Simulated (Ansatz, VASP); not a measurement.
**One calculation of InGaAs2, two programs**

INCAR

```
SYSTEM = InGaAs2
PREC = Accurate
ENCUT = 520
EDIFF = 1E-7
ISMEAR = -1
SIGMA = 0.05
LREAL = .False.
LASPH = .True.
NELM = 100
ALGO = Normal
ISIF = 2
LWAVE = .False.
LCHARG = .False.
GGA = PS
NBANDS = 26
```

KPOINTS

```
regular mesh
0
Gamma
  6 6 5
  0 0 0
```

Contents of POSCAR:

```
InGaAs2
1.0
    4.1966446342      0.0000000000      0.0000000000
    0.0000000000      4.1966446342      0.0000000000
    0.0000000000      0.0000000000      5.9221323782
In As Ga
1 2 1
Direct
    0.0000000000      0.0000000000      0.5000000000
    0.0000000000      0.5000000000      0.2315250000
    0.5000000000      0.0000000000      0.7684750000
    0.5000000000      0.5000000000      0.0000000000
```

Contents of input.yaml:

```yaml
crystal:
  lattice:
    - [4.1966446342, 0.0, 0.0]
    - [0.0, 4.1966446342, 0.0]
    - [0.0, 0.0, 5.9221323782]
  atoms:
    - { symbol: In, position: [0.0, 0.0, 0.5] }
    - { symbol: As, position: [0.0, 0.5, 0.231525] }
    - { symbol: As, position: [0.5, 0.0, 0.768475] }
    - { symbol: Ga, position: [0.5, 0.5, 0.0] }
hamiltonian:
  xc: pbesol
  pseudopotentials: { kind: paw }
kpoints:
  mp_grid: { grid: [6, 6, 5] }
scf:
  occupations: { method: fermi_dirac, width: 0.05 }
output:
  forces: true
  stress: true
  eigenvalues: true
  write_density: true
  write_potential: true
  elf: true
  volumetric_format: npy
```

Change from the starting cell: volume scaled by 0.98.

Alike in both runs: task single point; functional PBEsol; k mesh 6 × 6 × 5; occupations fermi-dirac, width 0.05 eV; no spin polarisation.

```csv
,VASP,Ansatz
version,VASP 6.6.1,Ansatz 0.2.0
potentials or method,"VASP PAW PBE potentials, release 64 (In_d, As, Ga_d)",Ansatz PAW
plane-wave cutoff (eV),520,420
valence electrons in the cell,36,56
```

```tsv
	VASP	Ansatz	Ansatz less VASP
gap on the k mesh at the Fermi level (eV)	none	none	-
pressure (GPa)	-1.5	-1.6	-0.11
largest component of the traceless stress (GPa)	0.18	0.18	+0.001
rms of the force components (eV/Å)	0.025	0.025	+0.0001
```

Atom by atom the forces differ by 0.000 eV/Å (rms over components). A gap of «none» marks a metal or a gap that the smearing closes. The two sets of potentials don't hold the same shells in valence.

Caveats: the PAW data sets were made with another functional, which shifts forces and pressure a little (VASP); the PAW data sets come from PBE, with cores solved anew for the run's functional, which leaves a small shift of forces and pressure (Ansatz).
